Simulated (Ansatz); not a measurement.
I need a comparison of functionals at one structure of CsI, space group Pm-3m. Use the Python package of Ansatz (0.2.0). Settings (first run): PBEsol, PAW, the default cutoff (420 eV here), 4×4×4 k-points, fixed occupations. The script varies functional: pbesol, blyp, rpbe.

```xyz
2
Lattice="4.5667 0.0000 0.0000 0.0000 4.5667 0.0000 0.0000 0.0000 4.5667" Properties=species:S:1:pos:R:3 pbc="T T T"
Cs    0.0000    0.0000    0.0000
I     2.2833    2.2833    2.2833
```

Script `xc_csi.py`:
```python
"""Functional comparison for CsI (totals differ with the potentials too)."""

import warnings

import ansatz as az
from ase import Atoms

warnings.simplefilter("ignore", az.DeckWarning)

atoms = Atoms(
    ["Cs", "I"],
    scaled_positions=[
        (0.0, 0.0, 0.0),
        (0.5, 0.5, 0.5),
    ],
    cell=[
        (4.5667, 0.0, 0.0),
        (0.0, 4.5667, 0.0),
        (0.0, 0.0, 4.5667),
    ],
    pbc=True,
)
xtal = az.Crystal.from_ase(atoms)

calc = xtal.calculation().kpoints(4).occupations("Fixed").stress()

rows = []
for value in ["pbesol", "blyp", "rpbe"]:
    r = calc.functional(value).run().report
    rows.append((value, r["free_energy_ev"] / len(r["lattice"]["sites"]), r["n_iterations"], sum(r["stress_gpa"][i][i] for i in range(3)) / 3, r["n_kpoints"]))

print("  functional   F/atom (eV)    iterations       P (GPa)      k-points")
for row in rows:
    print(f"{str(row[0]):>12s}  {row[1]:12.5f}  {row[2]:12d}  {row[3]:12.3f}  {row[4]:12d}")
```

Output of `python xc_csi.py`:
```text
  functional   F/atom (eV)    iterations       P (GPa)      k-points
      pbesol   -6510.58225             6        -0.437            10
        blyp   -6611.60810             6         1.968            10
        rpbe   -6602.71515             6         2.060            10
```

From lowest to highest: PBEsol (-0.4 GPa), BLYP (2.0 GPa) and RPBE (2.1 GPa). At a fixed cell a lower pressure usually means a smaller equilibrium volume, so PBEsol prefers the smallest cell and RPBE the largest. Gaps by band count in the reports: PBEsol 3.71 eV, BLYP 3.96 eV and RPBE 4.17 eV (Kohn-Sham values on this mesh, as a rule under measured gaps).

Reading the output:
- Pressure is positive in compression.
- The starting cell is as deposited in a crystallographic database; the results hold for this polymorph, which needn't be the stable one.
- Total energies of different functionals can't be compared; pressures, moments and gaps at this one structure can.
- Wall time of the script: 3.8 s on 1 thread of Arm Neoverse V2 (shared host), peak memory 0.4 GiB.
